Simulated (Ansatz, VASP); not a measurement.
# P in VASP and in Ansatz

INCAR

```
SYSTEM = P
PREC = Accurate
ENCUT = 520
EDIFF = 1E-6
ISMEAR = 0
SIGMA = 0.1
LREAL = .FALSE.
LASPH = .TRUE.
NELM = 100
ALGO = Normal
ISIF = 2
LWAVE = .FALSE.
LCHARG = .FALSE.
GGA = PE
IVDW = 12
NBANDS = 18
```

File KPOINTS:

```
Automatic mesh
0
G
  6 6 4
  0 0 0
```

The input POSCAR:

```
P
1.0
    1.6582000000     -5.2420000000      0.0000000000
    1.6582000000      5.2420000000      0.0000000000
    0.0000000000      0.0000000000      4.3793000000
P
4
Direct
    0.8983800000      0.1016200000      0.0806800000
    0.6016200000      0.3983800000      0.5806800000
    0.1016200000      0.8983800000      0.9193200000
    0.3983800000      0.6016200000      0.4193200000
```

Input for Ansatz:

```yaml
crystal:
  lattice:
    - [1.6582, -5.242, 0.0]
    - [1.6582, 5.242, 0.0]
    - [0.0, 0.0, 4.3793]
  atoms:
    - { symbol: P, position: [0.89838, 0.10162, 0.08068] }
    - { symbol: P, position: [0.60162, 0.39838, 0.58068] }
    - { symbol: P, position: [0.10162, 0.89838, 0.91932] }
    - { symbol: P, position: [0.39838, 0.60162, 0.41932] }
basis:
  ecutwfc: 420
kpoints:
  mp_grid: { grid: [6, 6, 4] }
hamiltonian:
  xc: pbe
  dispersion: d3bj
scf:
  occupations: { method: gaussian, width: 0.1 }
output:
  forces: true
  stress: true
  eigenvalues: true
```

Alike in both runs: task single point; functional PBE; dispersion D3(BJ); k mesh 6 × 6 × 4; occupations gaussian, width 0.1 eV; no spin polarisation.

```csv
,VASP,Ansatz
version,VASP 6.6.1,Ansatz 0.2.0
potentials or method,"VASP PAW PBE potentials, release 64 (P)","scalar-relativistic, plane waves, PAW"
plane-wave cutoff (eV),520,420
valence electrons in the cell,20,20
```

VASP gave:

| Item | Value |
| --- | --- |
| gap on the k mesh at the Fermi level (eV) | 0.13 |
| least direct gap on the mesh (eV) | 0.29 |
| pressure (GPa) | -1.4 |
| largest component of the traceless stress (GPa) | 0.38 |
| rms of the force components (eV/Å) | 0.042 |

What did Ansatz give for the same quantities?

gap on the k mesh at the Fermi level (eV): 0.12; least direct gap on the mesh (eV): 0.31; pressure (GPa): -1.0; largest component of the traceless stress (GPa): 0.38; rms of the force components (eV/Å): 0.074.

Atom by atom the forces differ by 0.032 eV/Å (rms over components).
